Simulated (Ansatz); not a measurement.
# MoGe2N4 monolayer in a perpendicular field, part 2 of 2

Aim: how the MoGe2N4 monolayer screens a field along its normal, and what the field does to its bands. A positive field points along +c.

Ansatz 0.2.0; plane-wave DFT, PBE-D3(BJ), Ansatz PAW (set soft_1); PAW set soft_1.

So far. Step 2 (Relaxation): The lattice constant a goes from 3.020 to 2.997 Å.

## (3) Atoms held, field 0

A sawtooth potential applies the field, turning back in the middle of the vacuum. With the dipole correction the typed value is the field outside the slab. The induced dipole is small, so the SCF threshold is tight.

The cell differs from the one that the last finished run ended in (c 45.209 → 25.456 Å).

input.yaml

```yaml
crystal:
  lattice:
    - [2.9969298469, 0.0, 0.0]
    - [-1.4984649235, 2.5954173808, 0.0]
    - [0.0, 0.0, 25.4562736271]
  atoms:
    - { symbol: "N", position: [0.0, 0.0, 0.3535474254] }
    - { symbol: Ge, position: [0.3333333333, 0.6666666667, 0.3786317116] }
    - { symbol: "N", position: [0.3333333333, 0.6666666667, 0.4523124181] }
    - { symbol: Mo, position: [0.0, 0.0, 0.5] }
    - { symbol: "N", position: [0.3333333333, 0.6666666667, 0.5476875819] }
    - { symbol: Ge, position: [0.3333333333, 0.6666666667, 0.6213682884] }
    - { symbol: "N", position: [0.0, 0.0, 0.6464525746] }
kpoints:
  mp_grid: { grid: [18, 18, 1] }
  band_path:
    path: [[0, 0, 0], [0.5, 0, 0], [0.33333333, 0.33333333, 0], [0, 0, 0]]
    npoints: 16
hamiltonian:
  xc: pbe
  dispersion: d3bj
  pseudopotentials: { kind: paw, azcp: { folder: soft_1 } }
scf:
  occupations: { method: fermi_dirac, width: 0.02585 }
  convergence: { dr2_threshold: 1.0e-10 }
efield:
  axis: 3
  dipole_correction: true
  ramp_position: 0.97
  ramp_width: 0.06
  amplitude: 0
output:
  dos: { projected: true, e_range: [-6, 5] }
  write_potential: true
  write_density: true
  volumetric_format: npy
  elf: true
```

Command:

```
$ ansatz run input.yaml --threads 2 --pin off --max-ram 3072MiB --backend cpu --events-out ev --progress --plain --runs-dir out
```

Numbers of over 12 decimals in the logs are rounded to 6 here.

Log:

```text
[...]
Crystal: 7 atoms, lattice volume = 198.006 Å³
Basis set: ecut = 420 eV, 3733 PW (Γ)
Bands: 38, of which v1, the nominal top of the filled ones, is band 31 counted from 1 (30 counted from 0)
Symmetry: 6 space group operations
k-points: 37 of 324 (time reversal used)
[...]
SCF iter   1: F=—  HF=-15094.205060 eV  |F-HF|=—  |Δ(HF+E_count)|=         —  Δρ=1.23e-1  dr2=3.61e1  ethr=3.10e-3  p=-0.000 e·Å  D=-6.41e-14 V/Å  ΔV_dip=0.00 eV  dr2_dipole=2.55e-8  V_vac-E_F(+/−)=5.99/5.99 eV  ⟨swp⟩=9.4  Hψ=7013  notcnv=0
efield: sawtooth ramp at fractional position 0.9700 (set: `efield.ramp_position`, or a place that a band, a saddle search or an elastic batch's reference lends), width 0.0600; the density the first Hamiltonian is built on has a dipole p = -0.000 e·Å; the dipole correction subtracts the counter field D = -6.41e-14 V/Å, which shifts the + side's vacuum level by +0.00 eV against the − side's; the planar-averaged density in the ramp window peaks in size at 2.3e-6 e/Å³
[...]
SCF iter   2: F=—  HF=-15087.431174 eV  |F-HF|=—  |Δ(HF+E_count)|=    6.77e0  Δρ=7.48e-2  dr2=1.74e1  ethr=3.10e-3  p=0.000 e·Å  D=5.43e-5 V/Å  ΔV_dip=-0.00 eV  dr2_dipole=1.73e-7  V_vac-E_F(+/−)=7.96/7.96 eV  ⟨swp⟩=4.1  Hψ=3910  notcnv=0  defer=93
[...]
SCF iter  17: F=-15085.087408 eV  HF=-15085.087408 eV  |F-HF|=1.06e-10  |Δ(HF+E_count)|=  5.38e-10  Δρ=8.79e-8  dr2=9.29e-12  ethr=1.00e-12  p=-0.000 e·Å  D=-1.70e-8 V/Å  ΔV_dip=0.00 eV  dr2_dipole=7.66e-14  V_vac-E_F(+/−)=5.04/5.04 eV  ⟨swp⟩=13.0  Hψ=4650  notcnv=0
SCF 1 converged in 17 iterations: F = -15085.087408 eV  dr2 = 9.29e-12
[...]
NSCF: frozen V_eff on 49 k-points
efield: sawtooth ramp at fractional position 0.9700 (kept from the solve that this one continues, or follows in the run), width 0.0600; the density the first Hamiltonian is built on has a dipole p = -0.000 e·Å; the dipole correction subtracts the counter field D = -1.70e-8 V/Å, which shifts the + side's vacuum level by +0.00 eV against the − side's; the planar-averaged density in the ramp window peaks in size at 1.8e-6 e/Å³
[...]
SCF converged after 17 iterations
Free energy (F): -15085.087408 eV
[...]
Internal energy: -15085.087408 eV  (E = F + TS)
E sigma→0 (E₀):  -15085.087408 eV
Fermi energy:    2.222018 eV
Dipole field:    D = 0.000000 V/Å  (p = 0.000000 e·Å, saw-weighted, corrected)
Work function:   Φ+ = 5.0405 eV   Φ− = 5.0405 eV
Levels:          The Fermi level and band energies are counted from a zero that moves with the ramp; work functions are not
[...]
--- Band table (eV; the first three rows and the last of 37) ---
  k-point 0: bands = [... 27 lower, -0.8883, -0.8883, -0.2443, 1.5356, 3.8434, 3.9473, 4.4384, 4.4384, ... 3 higher]
  k-point 1: bands = [... 27 lower, -1.0435, -0.9444, -0.1518, 1.5820, 3.8139, 3.9146, 4.4757, 4.5238, ... 3 higher]
  k-point 2: bands = [... 27 lower, -1.2189, -1.1009, -0.0854, 1.5381, 3.6974, 3.9589, 4.4218, 4.7578, ... 3 higher]
  k-point 36: bands = [... 27 lower, -2.0582, -0.6530, -0.1084, 1.0026, 2.8173, 4.8578, 5.1558, 5.6135, ... 3 higher]
```

Wall time 28 s (2 threads of Arm Neoverse V2, shared host); peak memory 0.61 GiB; 55 s of CPU time.

In the SCF lines HF is the Harris–Foulkes energy and dr2 the Hartree energy of the density residual, in eV; the loop may stop once dr2 is under the threshold and the program's other checks hold. Hψ counts applications of the Hamiltonian.

This step gave:

* gap on the k-mesh: 1.235 eV
* dipole along the normal: 3.91e-7 e·Å
* gap along the path: 1.227 eV
* smallest direct gap along the path: 1.815 eV
* ionisation energy, upper face: 5.672 eV
* electron affinity, upper face: 4.445 eV
* gap, the smaller of path and mesh: 1.227 eV

Running mean over a fixed 2.7 Å (it still follows the layers) of the planar mean; the ramp of the sawtooth is left out. The electron's electrostatic potential energy less the Fermi level by z:

```csv
z (Å),electron's electrostatic potential energy less the Fermi level (eV)
3.0,5.04
3.5,5.04
4.0,5.04
4.5,5.04
5.0,5.04
5.5,5.04
6.0,5.02
6.5,4.96
7.0,4.60
7.5,2.82
8.0,-0.809
8.5,-4.04
9.0,-6.45
9.5,-7.54
10.0,-7.96
10.5,-7.21
11.0,-6.91
11.5,-8.87
12.0,-11.3
12.5,-12.9
13.0,-12.8
13.5,-11.1
14.0,-8.65
14.5,-6.84
15.0,-7.32
15.5,-7.95
16.0,-7.49
16.5,-6.28
17.0,-3.78
17.5,-0.484
18.0,3.05
18.5,4.67
19.0,4.97
19.5,5.03
20.0,5.04
20.5,5.04
21.0,5.04
21.5,5.04
22.0,5.04
```

The density of states has structure finer than the step of the table below, so its rows give means over 0.25 eV, whole bins alone (the curve runs from -6 to 2.57 eV). Peaks (eV: height): -3.820: 14.0, -3.460: 9.90, -2.880: 7.65, -1.730: 9.43, -1.670: 9.36, 1.640: 11.3, 2.050: 10.3.

Table of density of states by energy, zero at the Fermi level of the run, which the smearing sets inside the gap; means over each step:

energy (eV), density of states (states/eV a cell) and a bar:
```
    -5.75        4.6 ####################
    -5.50        5.3 #######################
    -5.25        4.4 ###################
    -5.00        3.0 #############
    -4.75        2.7 ############
    -4.50        2.8 ############
    -4.25        2.5 ###########
    -4.00        4.8 #####################
    -3.75        6.9 ##############################
    -3.50        5.7 ########################
    -3.25        4.0 #################
    -3.00        5.8 #########################
    -2.75        3.2 ##############
    -2.50        2.0 #########
    -2.25        1.1 #####
    -2.00        0.0 
    -1.75        4.4 ###################
    -1.50        1.9 ########
    -1.25        0.8 ###
    -1.00        0.4 ##
    -0.75        0.7 ###
    -0.50        0.0 
    -0.25        0.0 
     0.00        0.0 
     0.25        0.0 
     0.50        0.0 
     0.75        0.3 #
     1.00        0.5 ##
     1.25        0.7 ###
     1.50        3.8 ################
     1.75        3.5 ###############
     2.00        6.0 ##########################
     2.25        4.8 #####################
```

Projected DOS per atom over height of the atomic layer and energy from the Fermi level. Layers: N Ge N Mo N Ge N from below.

Ten even steps from '_' (0.00 states/eV) to '@' (3.34 states/eV), each cell a mean:
```
__..__==__..__
____..@@..____
......**......
______..______
______..______
______________
______________
______________
______________
______..______
______++______
______==______
______________
..__..__..__..
==__::..::__==
::__--::--__::
--__==::==__--
..__......__..
..__......__..
..__......__..
::..::::::..::
..__::::::__..
```
Columns: height of the atomic layer (Å) from 9 to 16.5 (not evenly spaced); rows upwards: energy from the Fermi level (eV) from -5.96 to 2.59.

The electronic bands at the labelled points (eV, zero at the Fermi level of the run, which the smearing sets inside the gap):

```csv
point,band 28,band 29,band 30,band 31,band 32,band 33,band 34,band 35
Γ,-3.11,-3.11,-2.47,-0.69,1.62,1.73,2.22,2.22
halfway,-3.73,-3.72,-2.62,-1.48,1.57,1.96,2.01,3.41
M,-3.10,-3.07,-2.75,-1.67,1.79,1.99,2.15,2.45
halfway,-3.57,-2.96,-2.69,-1.55,1.26,2.30,3.05,3.24
K,-4.28,-2.88,-2.33,-1.22,0.60,2.64,2.93,3.39
halfway,-3.40,-3.27,-2.71,-1.68,1.63,2.06,2.15,3.63
Γ,-3.11,-3.11,-2.47,-0.69,1.62,1.73,2.22,2.22
```

Valence density in the ca plane at fractional y = 0.667, with atoms of Ge and N within 0.2 Å of it. It is the smooth field of the valence electrons, not physical close to the nuclei.

Ten steps, logarithmic in the rise over the least value, from '0' (0 e/Å³) to '9' (32 e/Å³), each cell a mean:
```
00000000000011211000011232110001122100000000
00000000000012211000011232110001122100000000
00000000000011221111121222221111221100000000
00000000000001354222332112343223542100000000
00000000000002698424553113454337983100000000
00000000000002698434553213454337983100000000
00000000000001355223442112343224642100000000
00000000000011221111222222221111221100000000
```
Columns run along c (16.0 Å, from fractional 0.16 to 0.79 of the cell), rows up along a (3.0 Å). Atoms in or near the plane, at fractional coordinates: Ge at (0.38, 0.33), N at (0.45, 0.33), N at (0.55, 0.33), Ge at (0.62, 0.33).

ELF in the ca plane at fractional y = 0.667, with atoms of Ge and N within 0.2 Å of it. It is the smooth field of the valence electrons, not physical close to the nuclei.

Ten even steps from '0' (0.00) to '9' (0.80), each cell a mean:
```
00000000000000000246787531112125411210146787
00000000000000000246787531012125411210146787
00000000000000000124666532367522236753245665
00000000000000000002343234899951389996433342
00000000000000000001232325974772485498322232
00000000000000000001232325973772485498323232
00000000000000000001343235899961389997422332
00000000000000000024565432478622247863345665
```
Columns run along c (16.0 Å, from fractional 0.05 to 0.68 of the cell), rows up along a (3.0 Å). Atoms in or near the plane, at fractional coordinates: Ge at (0.38, 0.33), N at (0.45, 0.33), N at (0.55, 0.33), Ge at (0.62, 0.33).

Electrostatic potential energy in the ca plane at fractional y = 0.667, with atoms of Ge and N within 0.2 Å of it. With pseudopotentials it is smooth inside the atoms' cores, unlike the true potential.

Ten even steps from '0' (-36 eV) to '9' (7 eV), each cell a mean:
```
99999999999999999999888888998753468999888889
99999999999999999999888888998753468999888889
99999999999999999999876568888865678898765689
99999999999999999999753336753577764367433368
99999999999999999998634434500068830026344348
99999999999999999998634434500068830026344348
99999999999999999999743335742477763267433368
99999999999999999999875568888876678888755689
```
Columns run along c (16.0 Å, from fractional 0.05 to 0.68 of the cell; values clipped at the 3rd and 97th percentile), rows up along a (3.0 Å). Atoms in or near the plane, at fractional coordinates: Ge at (0.38, 0.33), N at (0.45, 0.33), N at (0.55, 0.33), Ge at (0.62, 0.33).

The gap is 1.23 eV, with the valence edge 5.67 eV and the conduction edge 4.45 eV under the upper vacuum level.

## (4) Single point, field 0.1 V/Å

input.yaml: that of step 3 with these lines changed.

```diff
@@ -28,7 +28,6 @@
   dipole_correction: true
-  ramp_position: 0.97
-  ramp_width: 0.06
-  amplitude: 0
+  ramp_position: 0.9375
+  ramp_width: 0.1249
+  amplitude: 0.1
 output:
-  dos: { projected: true, e_range: [-6, 5] }
   write_potential: true
@@ -36,2 +35 @@
   volumetric_format: npy
-  elf: true
```

Log:

```text
[...]
Crystal: 7 atoms, lattice volume = 198.006 Å³
Basis set: ecut = 420 eV, 3733 PW (Γ)
Bands: 38, of which v1, the nominal top of the filled ones, is band 31 counted from 1 (30 counted from 0)
Symmetry: 6 space group operations
k-points: 37 of 324 (time reversal used)
[...]
k-point 0: bands = [... 27 lower, -0.8862, -0.8862, -0.2443, 1.5354, 3.8318, 3.9583, 4.4378, 4.4378, ... 3 higher]
  k-point 1: bands = [... 27 lower, -1.0428, -0.9424, -0.1518, 1.5819, 3.8051, 3.9224, 4.4750, 4.5240, ... 3 higher]
  k-point 2: bands = [... 27 lower, -1.2187, -1.0990, -0.0854, 1.5380, 3.6947, 3.9604, 4.4216, 4.7577, ... 3 higher]
  k-point 36: bands = [... 27 lower, -2.0587, -0.6549, -0.1064, 1.0024, 2.8171, 4.8574, 5.1552, 5.6133, ... 3 higher]
[key lines of the parts left out:]
SCF converged after 18 iterations
Free energy (F): -15085.089195 eV
Fermi energy:    2.221858 eV
Dipole field:    D = 0.032665 V/Å  (p = 0.035744 e·Å, saw-weighted, corrected)
```

Run time: 29 s. Hardware: 2 threads; peak memory 0.58 GiB; 58 s of CPU time.

The dipole is 0.0357 e·Å, and the gap 1.226 eV.

## (5) Single point, field -0.1 V/Å

input.yaml: that of step 4 with these lines changed.

```diff
@@ -30,3 +30,3 @@
   ramp_width: 0.1249
-  amplitude: 0.1
+  amplitude: -0.1
 output:
```

Log:

```text
[...]
Crystal: 7 atoms, lattice volume = 198.006 Å³
Basis set: ecut = 420 eV, 3733 PW (Γ)
Bands: 38, of which v1, the nominal top of the filled ones, is band 31 counted from 1 (30 counted from 0)
Symmetry: 6 space group operations
k-points: 37 of 324 (time reversal used)
[...]
k-point 0: bands = [... 27 lower, -0.8864, -0.8864, -0.2444, 1.5353, 3.8317, 3.9581, 4.4376, 4.4376, ... 3 higher]
  k-point 1: bands = [... 27 lower, -1.0430, -0.9426, -0.1520, 1.5817, 3.8049, 3.9222, 4.4748, 4.5238, ... 3 higher]
  k-point 2: bands = [... 27 lower, -1.2188, -1.0992, -0.0856, 1.5378, 3.6946, 3.9602, 4.4214, 4.7575, ... 3 higher]
  k-point 36: bands = [... 27 lower, -2.0588, -0.6551, -0.1065, 1.0022, 2.8169, 4.8572, 5.1551, 5.6132, ... 3 higher]
[key lines of the parts left out:]
SCF converged after 18 iterations
Free energy (F): -15085.089195 eV
Fermi energy:    2.221686 eV
Dipole field:    D = -0.032665 V/Å  (p = -0.035744 e·Å, saw-weighted, corrected)
```

It took 29 s on 2 threads; peak memory 0.58 GiB; 57 s of CPU time.

The dipole is -0.0357 e·Å, and the gap 1.226 eV.

## (6) Response, atoms held

This step: plane-wave DFT, PBE-D3(BJ), Ansatz PAW (set soft_1); response to a field along the normal, atoms held; PAW set soft_1 (Ansatz 0.2.0).

The dipoles give the slope, and the difference of two potentials shows where the field is screened.

Numbers from this step:

```yaml
equivalent_conductor_thickness_p_eps_0ae: 8.315 Å
distance_between_the_outer_atoms: 7.456 Å
```

Table of dipole of the cell by applied field:

```csv
applied field (V/Å),dipole of the cell (e·Å)
-0.1000,-0.0357
0.0000,3.9e-7
0.1000,0.0357
```

Local field over the applied field, running mean. From the potentials at -0.1 and 0.1 V/Å; running mean over 2.5 Å. The local field over applied field by z:

z (Å), local field over applied field and a bar:
```
      4.5      1.000 ##############################
      5.0      0.999 ##############################
      5.5      0.995 ##############################
      6.0      0.984 ##############################
      6.5      0.953 #############################
      7.0      0.877 ##########################
      7.5      0.741 ######################
      8.0      0.577 ################
      8.5      0.401 ###########
      9.0      0.266 #######
      9.5      0.182 ####
     10.0      0.148 ###
     10.5      0.136 ##
     11.0      0.131 ##
     11.5      0.110 ##
     12.0      0.082 #
     12.5      0.062 
     13.0      0.064 
     13.5      0.084 #
     14.0      0.113 ##
     14.5      0.132 ##
     15.0      0.137 ##
     15.5      0.149 ###
     16.0      0.188 ####
     16.5      0.275 #######
     17.0      0.416 ###########
     17.5      0.592 #################
     18.0      0.754 ######################
     18.5      0.886 ##########################
     19.0      0.957 #############################
     19.5      0.986 ##############################
     20.0      0.996 ##############################
     20.5      0.999 ##############################
     21.0      1.000 ##############################
```

The induced electron density oscillates, so the rows of the table below give means over windows of 1 Å about each position, cut where the curve ends. Its maxima inside the range that stand out by 2 % of the span (Å: e/Å³ per V/Å): 8.2: 0.00381, 9.2: 0.00185, 10.6: 0.00108, 11.6: 0.00179, 13.3: 4.0e-4, 14.3: 3.8e-4, 15.6: 0.00212, 16.5: -5.8e-4. Its minima: 8.9: 5.8e-4, 9.9: -0.00212, 11.2: -3.8e-4, 12.2: -4.0e-4, 13.9: -0.00179, 14.8: -0.00108, 16.3: -0.00185, 17.3: -0.00381.

Electrons, planar mean, per unit field. The induced electron density by z; means over each step:

```csv
z (Å),induced electron density (e/Å³ per V/Å)
5,7.1e-6
6,8.2e-5
7,7.3e-4
8,0.00304
9,0.00138
10,-8.7e-4
11,5.3e-4
12,2.7e-4
13,1.5e-4
14,-5.6e-4
15,-1.2e-4
16,-8.9e-5
17,-0.00263
18,-0.00168
19,-2.3e-4
20,-2.2e-5
21,-2.0e-6
```

The smaller of the gaps on the path and on the k-mesh, counted as 0 under 0.03 eV. The gap stays at 1.23 eV for applied field from -0.1 to 0.1 V/Å.

By hand: between -0.1 and 0.1 V/Å the dipole changes by 0.07149 e·Å, a slope of 0.3574 e·Å²/V. A perfect conductor of thickness t has p = ε₀AEt, so t = 180.95 × 0.3574 / 7.778 = 8.32 Å (e/ε₀ = 180.95 V·Å, A in Å²).

The induced dipole is that of a conductor 8.32 Å thick.

## (7) Results

```json
{"gap without field": "1.23 eV", "ionisation energy, upper face": "5.67 eV", "electron affinity, upper face": "4.45 eV", "equivalent conductor thickness, atoms held": "8.32 Å"}
```

In words: The induced dipole equals that of a perfect conductor 8.32 Å thick, while the outer atoms lie 7.46 Å apart; an out-of-plane ε follows only once a thickness t is chosen, by 1 − 1/ε = 8.32 Å / t. The gap stays within 0.01 eV of 1.23 eV over the fields run, up to 0.1 V/Å in size. Semilocal functionals give gaps that are too small, and excitons are not included. Spin-orbit coupling is left out, which matters for the bands of elements this heavy. The outer anions sit over the metal atoms, one of several polytypes of such layers and not the lowest for every compound.

[Logs are printed without paths, hosts, clocks, repeated set-up lines and the standing remarks that a program may print on its own settings, such as how far it seeks lower states.]

[Hosts, paths, dates, database ids (printed as entryN), source tags and the programs' standing remarks are cut or masked in the printed files.]

[Maps of the electrostatic potential energy from Ansatz leave out the sawtooth potential of an applied field or a dipole correction, so their vacuum need not be flat; planar profiles and work functions include it.]

[The density of states shown here was stored with 400 of the rows of the run's finer table, so its peaks can read low, often by over a quarter, or be missed, and its means over a window can be off by a tenth or more.]
